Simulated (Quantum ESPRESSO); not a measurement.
# Pd (Im-3m) in Quantum ESPRESSO: further runs

One crystal, Pd, is run at these levels: PBEsol; tasks: single point, equation of state.

Program: Quantum ESPRESSO 7.5. These are calculated values, not measurements. Logs are shortened: lines on timing, memory, paths and dates and some standing lists are left out, and cuts for length are marked.

## Step 1: The structure

Symmetry: Im-3m, No. 229, cubic system. Conventional cell: a = 3.145 Å, b = 3.145 Å, c = 3.145 Å, α = 90.00°, β = 90.00°, γ = 90.00°. Around Pd (site symmetry m-3m) lie 8 Pd at 2.72 Å.

This isn't the form of Pd at room conditions, which is fcc.

## Step 2: Single point, PBEsol, 14.61 Å³/atom

Input file pw.in:

```
&CONTROL
  calculation = 'scf'
  prefix = 'pwscf'
  outdir = './tmp'
  pseudo_dir = './pseudo'
  tstress = .true.
  disk_io = 'nowf'
/
&SYSTEM
  ibrav = 0
  nat = 1
  ntyp = 1
  ecutwfc = 45
  ecutrho = 360
  nbnd = 14
  occupations = 'smearing'
  smearing = 'fd'
  degauss = 0.00367493
/
&ELECTRONS
  conv_thr = 2d-10
  electron_maxstep = 120
  mixing_beta = 0.5
/
ATOMIC_SPECIES
Pd   106.4200 pd_pbesol_v1.4.uspp.F.UPF
CELL_PARAMETERS angstrom
  -1.5401846266    1.5401846266    1.5401846266
   1.5401846266   -1.5401846266    1.5401846266
   1.5401846266    1.5401846266   -1.5401846266
ATOMIC_POSITIONS crystal
Pd     0.0000000000    0.0000000000    0.0000000000
K_POINTS automatic
12 12 12 0 0 0
```

Potentials or basis: GBRV 1.5 PBEsol.

Started as:

```
$ OMP_NUM_THREADS=1 mpirun -n 2 pw.x -nk 2 -in pw.in > pw.out
```

pw.out:

```text
This program is part of the open-source Quantum ESPRESSO suite
     for quantum simulation of materials; please cite
         "P. Giannozzi et al., J. Phys.:Condens. Matter 21 395502 (2009);
         "P. Giannozzi et al., J. Phys.:Condens. Matter 29 465901 (2017);
         "P. Giannozzi et al., J. Chem. Phys. 152 154105 (2020);
     in publications or presentations arising from this work. More details at

     Message from routine setup:
     using ibrav=0 with symmetry is DISCOURAGED, use correct ibrav instead

     K-points division:     npool     =       2
     Subspace diagonalization in iterative solution of the eigenvalue problem:
     a serial algorithm will be used

     G-vector sticks info
     --------------------
     sticks:   dense  smooth     PW     G-vecs:    dense   smooth      PW
     Sum         689     345    137                11393     4093    1055

     Using Slab Decomposition

     bravais-lattice index     =            0
     lattice parameter (alat)  =       5.0412  a.u.
     unit-cell volume          =      98.6223 (a.u.)^3
     number of atoms/cell      =            1
     number of atomic types    =            1
     number of electrons       =        16.00
     number of Kohn-Sham states=           14
     kinetic-energy cutoff     =      45.0000  Ry
     charge density cutoff     =     360.0000  Ry
     scf convergence threshold =      2.0E-10
     mixing beta               =       0.5000
     number of iterations used =            8  plain     mixing
     Exchange-correlation= SLA  PW   PSX  PSC
                           (   1   4  10   8   0   0   0)

     celldm(1)=   5.041181  celldm(2)=   0.000000  celldm(3)=   0.000000
     celldm(4)=   0.000000  celldm(5)=   0.000000  celldm(6)=   0.000000

     crystal axes: (cart. coord. in units of alat)
               a(1) = (  -0.577350   0.577350   0.577350 )
               a(2) = (   0.577350  -0.577350   0.577350 )
               a(3) = (   0.577350   0.577350  -0.577350 )

     reciprocal axes: (cart. coord. in units 2 pi/alat)
               b(1) = ( -0.000000  0.866025  0.866025 )
               b(2) = (  0.866025 -0.000000  0.866025 )
               b(3) = (  0.866025  0.866025  0.000000 )

     PseudoPot. # 1 for Pd read from file:
     pd_pbesol_v1.4.uspp.F.UPF
     Pseudo is Ultrasoft + core correction, Zval = 16.0
     Generated by new atomic code, or converted to UPF format
     Using radial grid of  887 points,  6 beta functions with:
                l(1) =   0
                l(2) =   0
                l(3) =   1
                l(4) =   1
                l(5) =   2
                l(6) =   2
     Q(r) pseudized with  8 coefficients,  rinner =    1.130   1.130   1.130
                                                       1.130   1.130

     atomic species   valence    mass     pseudopotential
     Pd               16.00   106.42000     Pd( 1.00)

     48 Sym. Ops., with inversion, found

   Cartesian axes

     site n.     atom                  positions (alat units)
         1        Pd     tau(   1) = (   0.0000000   0.0000000   0.0000000  )

     number of k points=    72  Fermi-Dirac smearing, width (Ry)=  0.0037
                       cart. coord. in units 2pi/alat
        k(    1) = (   0.0000000   0.0000000   0.0000000), wk =   0.0011574
        k(    2) = (   0.0721688   0.0721688   0.0000000), wk =   0.0138889
        k(    3) = (   0.1443376   0.1443376   0.0000000), wk =   0.0138889
        k(    4) = (   0.2165064   0.2165064   0.0000000), wk =   0.0138889
        k(    5) = (   0.2886751   0.2886751   0.0000000), wk =   0.0138889
        k(    6) = (   0.3608439   0.3608439   0.0000000), wk =   0.0138889
[... 64 lines left out ...]
        k(   71) = (  -0.8660254  -0.0721688  -0.0721688), wk =   0.0138889
        k(   72) = (  -0.8660254  -0.8660254  -0.8660254), wk =   0.0011574

     Dense  grid:    11393 G-vectors     FFT dimensions: (  32,  32,  32)

     Smooth grid:     4093 G-vectors     FFT dimensions: (  24,  24,  24)

     Initial potential from superposition of free atoms

     starting charge      15.5000, renormalised to      16.0000

     negative rho (up, down):  7.765E-02 0.000E+00
     Starting wfcs are   12 randomized atomic wfcs +    2 random wfcs

     Self-consistent Calculation

     iteration #  1     ecut=    45.00 Ry     beta= 0.50
     Davidson diagonalization with overlap
     ethr =  1.00E-02,  avg # of iterations =  4.4

     negative rho (up, down):  7.785E-02 0.000E+00

     total energy              =    -198.30082318 Ry
     estimated scf accuracy    <       1.11817598 Ry

     iteration #  2     ecut=    45.00 Ry     beta= 0.50
     Davidson diagonalization with overlap
     ethr =  6.99E-03,  avg # of iterations =  2.0

     negative rho (up, down):  7.833E-02 0.000E+00

     total energy              =    -198.60631406 Ry
     estimated scf accuracy    <       0.14181969 Ry

     iteration #  3     ecut=    45.00 Ry     beta= 0.50
     Davidson diagonalization with overlap
     ethr =  8.86E-04,  avg # of iterations =  2.0

     negative rho (up, down):  7.878E-02 0.000E+00

     total energy              =    -198.63620582 Ry
     estimated scf accuracy    <       0.00152716 Ry

     iteration #  4     ecut=    45.00 Ry     beta= 0.50
     Davidson diagonalization with overlap
     ethr =  9.54E-06,  avg # of iterations =  2.4

     negative rho (up, down):  7.889E-02 0.000E+00

     total energy              =    -198.63639213 Ry
     estimated scf accuracy    <       0.00009285 Ry

     iteration #  5     ecut=    45.00 Ry     beta= 0.50
     Davidson diagonalization with overlap
     ethr =  5.80E-07,  avg # of iterations =  1.8

     negative rho (up, down):  7.902E-02 0.000E+00

     total energy              =    -198.63640820 Ry
     estimated scf accuracy    <       0.00000097 Ry

     iteration #  6     ecut=    45.00 Ry     beta= 0.50
     Davidson diagonalization with overlap
     ethr =  6.07E-09,  avg # of iterations =  1.9

     negative rho (up, down):  7.902E-02 0.000E+00

     total energy              =    -198.63640832 Ry
     estimated scf accuracy    <       0.00000005 Ry

     iteration #  7     ecut=    45.00 Ry     beta= 0.50
     Davidson diagonalization with overlap
     ethr =  3.13E-10,  avg # of iterations =  2.0

     negative rho (up, down):  7.902E-02 0.000E+00

     total energy              =    -198.63640833 Ry
     estimated scf accuracy    <          2.6E-10 Ry

     iteration #  8     ecut=    45.00 Ry     beta= 0.50
     Davidson diagonalization with overlap
     ethr =  1.63E-12,  avg # of iterations =  2.2

     negative rho (up, down):  7.902E-02 0.000E+00

     End of self-consistent calculation

          k = 0.0000 0.0000 0.0000 (   531 PWs)   bands (ev):

   -30.7959 -30.7959 -30.7959  11.4816  15.7786  15.7786  15.7786  17.8325
    17.8325  38.8871  38.8871  38.8871  46.7863  46.7863

          k = 0.0722 0.0722 0.0000 (   511 PWs)   bands (ev):

   -30.8257 -30.8061 -30.7957  11.7503  15.6868  15.7817  15.9733  17.7274
    17.8402  38.6245  38.8875  39.1916  45.1479  46.0862

          k = 0.1443 0.1443 0.0000 (   505 PWs)   bands (ev):

   -30.9071 -30.8340 -30.7954  12.4791  15.4438  15.7932  16.5311  17.5419
    17.8669  37.2776  38.4033  40.0207  44.1473  44.4773

          k = 0.2165 0.2165 0.0000 (   501 PWs)   bands (ev):

   -31.0169 -30.8719 -30.7949  13.3020  15.1286  16.0563  17.3677  17.4965
    17.9191  34.5049  37.0723  41.1379  41.9555  43.9887

          k = 0.2887 0.2887 0.0000 (   499 PWs)   bands (ev):

   -31.1253 -30.9097 -30.7945  13.5667  14.8305  17.1755  17.6506  17.9902
    18.3185  31.2139  35.6484  39.4523  42.2167  44.2082

          k = 0.3608 0.3608 0.0000 (   504 PWs)   bands (ev):

   -31.2038 -30.9373 -30.7942  13.4497  14.6219  17.6907  18.0553  19.0496
    19.1163  28.2461  34.6602  37.6824  42.9639  44.6355

          k =-0.4330-0.4330 0.0000 (   512 PWs)   bands (ev):

   -31.2324 -30.9473 -30.7941  13.3735  14.5473  17.7555  18.0821  19.4371
    20.0955  26.8092  34.3116  37.0312  43.2251  44.9029

          k = 0.1443 0.0722 0.0722 (   509 PWs)   bands (ev):

   -30.8821 -30.8168 -30.8031  12.2557  15.5843  15.6743  16.3954  17.5585
    17.8798  37.9540  38.6402  39.5757  43.7553  44.5517

          k = 0.2165 0.1443 0.0722 (   509 PWs)   bands (ev):

   -30.9744 -30.8499 -30.8058  13.0952  15.3198  15.6455  17.1783  17.4143
    17.9619  36.0858  37.3387  40.3644  41.5577  44.4155

          k = 0.2887 0.2165 0.0722 (   503 PWs)   bands (ev):

   -31.0778 -30.8927 -30.8061  13.6917  15.0067  16.1166  17.4588  18.0002
    18.3152  32.9469  35.9412  39.1932  41.7055  45.7155

          k = 0.3608 0.2887 0.0722 (   501 PWs)   bands (ev):

   -31.1659 -30.9304 -30.8061  13.6769  14.7541  17.1340  17.6712  18.2188
    19.5942  29.7006  34.7826  37.4612  42.6739  45.6406

          k = 0.4330 0.3608 0.0722 (   506 PWs)   bands (ev):

   -31.2162 -30.9522 -30.8060  13.5410  14.6159  17.6273  17.7753  18.7171
    20.9508  27.2190  34.1306  36.4210  43.2487  45.8650

          k = 0.2887 0.1443 0.1443 (   508 PWs)   bands (ev):

   -31.0559 -30.8803 -30.8212  13.8416  15.2784  15.3876  17.3446  17.9962
    18.4207  34.7323  34.8209  39.1198  40.9987  45.2583

          k = 0.3608 0.2165 0.1443 (   503 PWs)   bands (ev):

   -31.1287 -30.9274 -30.8276  14.0997  14.9813  15.9448  17.4573  18.1595
    19.8966  31.4956  33.5573  37.5283  41.8344  45.9155
[... 243 lines left out ...]
   -31.1749 -31.0327 -30.9573  14.1668  14.8912  16.3484  17.2003  19.2337
    24.7124  26.9579  32.2564  35.7628  40.1856  44.4709

          k =-0.7939-0.1443-0.2165 (   499 PWs)   bands (ev):

   -31.1500 -31.0707 -30.9789  14.2133  14.4973  16.5378  17.7848  18.9457
    24.9674  28.1577  30.3904  37.0146  38.8336  43.0020

          k =-0.7217-0.1443-0.1443 (   493 PWs)   bands (ev):

   -31.1217 -31.1217 -30.9803  14.2646  14.2646  16.4928  18.5559  18.5559
    27.4639  27.4639  27.9381  38.4610  38.4610  41.3549

          k =-0.0000-0.0000 0.5774 (   510 PWs)   bands (ev):

   -31.0852 -31.0341 -31.0341  14.4035  14.4759  17.3237  17.3237  18.1267
    22.2031  32.2929  32.2929  35.6410  36.5345  45.3407

          k = 0.0000-0.0722 0.6495 (   502 PWs)   bands (ev):

   -31.1257 -31.0641 -31.0410  14.0439  14.2012  17.5112  17.7572  18.7719
    24.1987  29.7590  30.8514  36.1421  37.1608  42.4580

          k =-0.8660-0.1443-0.1443 (   490 PWs)   bands (ev):

   -31.1461 -31.0751 -31.0377  13.9124  14.0980  17.5066  17.9035  19.1341
    26.3766  27.2678  30.2853  36.2331  38.3135  40.7738

          k =-0.7939-0.0722-0.1443 (   490 PWs)   bands (ev):

   -31.1296 -31.1020 -31.0489  13.8394  13.9141  17.6515  18.4693  18.9364
    26.3162  28.7569  28.7932  37.0939  37.1940  39.9262

          k = 0.0000 0.0000 0.7217 (   486 PWs)   bands (ev):

   -31.1117 -31.0948 -31.0948  13.6958  13.7782  18.4357  18.4357  18.7846
    25.8015  29.3372  29.3372  36.2367  36.5653  39.6191

          k =-0.8660-0.0722-0.0722 (   490 PWs)   bands (ev):

   -31.1250 -31.1059 -31.0960  13.5807  13.6109  18.5692  18.7023  19.0621
    27.6193  27.7775  28.7303  36.5152  37.0564  37.8533

          k =-0.8660-0.8660-0.8660 (   490 PWs)   bands (ev):

   -31.1172 -31.1172 -31.1172  13.4468  13.4468  19.0360  19.0360  19.0360
    28.0988  28.0988  28.0988  36.5956  36.5956  36.6753

     the Fermi energy is    18.7767 ev

!    total energy              =    -198.63640833 Ry
     estimated scf accuracy    <          1.6E-11 Ry
     smearing contrib. (-TS)   =      -0.00067571 Ry
     internal energy E=F+TS    =    -198.63573262 Ry

     The total energy is F=E-TS. E is the sum of the following terms:
     one-electron contribution =     -42.53192978 Ry
     hartree contribution      =      35.09795756 Ry
     xc contribution           =     -31.15450386 Ry
     ewald contribution        =    -160.04725654 Ry

     convergence has been achieved in   8 iterations

     Computing stress (Cartesian axis) and pressure

     negative rho (up, down):  7.902E-02 0.000E+00
          total   stress  (Ry/bohr**3)                   (kbar)     P=       11.40
   0.00007750   0.00000000   0.00000000           11.40        0.00        0.00
   0.00000000   0.00007750   0.00000000            0.00       11.40        0.00
   0.00000000   0.00000000   0.00007750            0.00        0.00       11.40

=------------------------------------------------------------------------------=
   JOB DONE.
=------------------------------------------------------------------------------=
```

It took 3.8 s on 2 MPI ranks of Intel Xeon 6975P-C (Granite Rapids), shared host; peak memory 0.14 GiB.

Results:

- Free energy: -2702.5860 eV
- Pressure: 1.1 GPa
- Band gap on the k mesh: none (metal or under the smearing width)

## Step 3: Single point, PBEsol, 14.93 Å³/atom

pw.in: that of step 2 with these lines changed.

```diff
@@ -27,5 +27,5 @@
 CELL_PARAMETERS angstrom
-  -1.5401846266    1.5401846266    1.5401846266
-   1.5401846266   -1.5401846266    1.5401846266
-   1.5401846266    1.5401846266   -1.5401846266
+  -1.5510313546    1.5510313546    1.5510313546
+   1.5510313546   -1.5510313546    1.5510313546
+   1.5510313546    1.5510313546   -1.5510313546
 ATOMIC_POSITIONS crystal
```

Potentials or basis: GBRV 1.5 PBEsol.

Started as:

```
$ OMP_NUM_THREADS=1 mpirun -n 2 pw.x -nk 2 -in pw.in > pw.out
```

It took 3.7 s on 2 MPI ranks of Intel Xeon 6975P-C (Granite Rapids), shared host; peak memory 0.14 GiB.

Results (log left out):

- Free energy: -2702.5848 eV
- Pressure: -3.0 GPa
- Band gap on the k mesh: none (metal or under the smearing width)

## Step 4: Single point, PBEsol, 15.24 Å³/atom

pw.in: that of step 3 with these lines changed.

```diff
@@ -27,5 +27,5 @@
 CELL_PARAMETERS angstrom
-  -1.5510313546    1.5510313546    1.5510313546
-   1.5510313546   -1.5510313546    1.5510313546
-   1.5510313546    1.5510313546   -1.5510313546
+  -1.5617284606    1.5617284606    1.5617284606
+   1.5617284606   -1.5617284606    1.5617284606
+   1.5617284606    1.5617284606   -1.5617284606
 ATOMIC_POSITIONS crystal
```

Started as:

```
$ OMP_NUM_THREADS=1 mpirun -n 2 pw.x -nk 2 -in pw.in > pw.out
```

Run time: 3.6 s. Hardware: 2 MPI ranks of Intel Xeon 6975P-C (Granite Rapids), shared host; peak memory 0.14 GiB.

The run converged. Its results:

- Free energy: -2702.5761 eV
- Pressure: -6.6 GPa
- Band gap on the k mesh: none (metal or under the smearing width)

## Step 5: Single point, PBEsol, 15.55 Å³/atom

pw.in: that of step 4 with these lines changed.

```diff
@@ -27,5 +27,5 @@
 CELL_PARAMETERS angstrom
-  -1.5617284606    1.5617284606    1.5617284606
-   1.5617284606   -1.5617284606    1.5617284606
-   1.5617284606    1.5617284606   -1.5617284606
+  -1.5722810000    1.5722810000    1.5722810000
+   1.5722810000   -1.5722810000    1.5722810000
+   1.5722810000    1.5722810000   -1.5722810000
 ATOMIC_POSITIONS crystal
```

Started as:

```
$ OMP_NUM_THREADS=1 mpirun -n 2 pw.x -nk 2 -in pw.in > pw.out
```

Run time: 3.6 s. Hardware: 2 MPI ranks of Intel Xeon 6975P-C (Granite Rapids), shared host; peak memory 0.14 GiB.

Results (log left out):

```yaml
Free_energy: -2702.5609 eV
Pressure: -9.7 GPa
Band_gap_on_the_k_mesh: none (metal or under the smearing width)
```

## Step 6: Single point, PBEsol, 15.86 Å³/atom

pw.in: that of step 5 with these lines changed.

```diff
@@ -27,5 +27,5 @@
 CELL_PARAMETERS angstrom
-  -1.5722810000    1.5722810000    1.5722810000
-   1.5722810000   -1.5722810000    1.5722810000
-   1.5722810000    1.5722810000   -1.5722810000
+  -1.5826937604    1.5826937604    1.5826937604
+   1.5826937604   -1.5826937604    1.5826937604
+   1.5826937604    1.5826937604   -1.5826937604
 ATOMIC_POSITIONS crystal
```

Potentials or basis: GBRV 1.5 PBEsol.

Started as:

```
$ OMP_NUM_THREADS=1 mpirun -n 2 pw.x -nk 2 -in pw.in > pw.out
```

Run time: 3.6 s. Hardware: 2 MPI ranks of Intel Xeon 6975P-C (Granite Rapids), shared host; peak memory 0.14 GiB.

It converged, with:

* Free energy: -2702.5399 eV
* Pressure: -12.5 GPa
* Band gap on the k mesh: none (metal or under the smearing width)

## Step 7: Single point, PBEsol, 16.17 Å³/atom

pw.in: that of step 6 with these lines changed.

```diff
@@ -27,5 +27,5 @@
 CELL_PARAMETERS angstrom
-  -1.5826937604    1.5826937604    1.5826937604
-   1.5826937604   -1.5826937604    1.5826937604
-   1.5826937604    1.5826937604   -1.5826937604
+  -1.5929712806    1.5929712806    1.5929712806
+   1.5929712806   -1.5929712806    1.5929712806
+   1.5929712806    1.5929712806   -1.5929712806
 ATOMIC_POSITIONS crystal
```

Started as:

```
$ OMP_NUM_THREADS=1 mpirun -n 2 pw.x -nk 2 -in pw.in > pw.out
```

Wall time 3.6 s (2 MPI ranks of Intel Xeon 6975P-C (Granite Rapids), shared host); peak memory 0.14 GiB.

It converged, with:

| Quantity | Value |
| --- | --- |
| Free energy | -2702.5139 eV |
| Pressure | -14.8 GPa |
| Band gap on the k mesh | none (metal or under the smearing width) |

## Step 8: Single point, PBEsol, 16.48 Å³/atom

pw.in: that of step 7 with these lines changed.

```diff
@@ -27,5 +27,5 @@
 CELL_PARAMETERS angstrom
-  -1.5929712806    1.5929712806    1.5929712806
-   1.5929712806   -1.5929712806    1.5929712806
-   1.5929712806    1.5929712806   -1.5929712806
+  -1.6031178681    1.6031178681    1.6031178681
+   1.6031178681   -1.6031178681    1.6031178681
+   1.6031178681    1.6031178681   -1.6031178681
 ATOMIC_POSITIONS crystal
```

Started as:

```
$ OMP_NUM_THREADS=1 mpirun -n 2 pw.x -nk 2 -in pw.in > pw.out
```

It took 4.2 s on 2 MPI ranks of Intel Xeon 6975P-C (Granite Rapids), shared host; peak memory 0.14 GiB.

It converged, with:

```
Free energy            : -2702.4837 eV
Pressure               : -16.9 GPa
Band gap on the k mesh : none (metal or under the smearing width)
```

## Step 9: Equation of state, PBEsol

Potentials or basis: GBRV 1.5 PBEsol.

No new run: the results of the series are fitted here.

What came out:

```yaml
Equilibrium_volume: 14.72 Å³/atom
Bulk_modulus: 201 GPa
Pressure_derivative_of_the_bulk_modulus: 5.5
```

Energy against volume, from the lowest point:
```
volume (Å³/atom)  energy (meV/atom)
          14.614               0.00
          14.925               1.19
          15.236               9.88
          15.547              25.15
          15.858              46.14
          16.169              72.07
          16.480             102.27
```
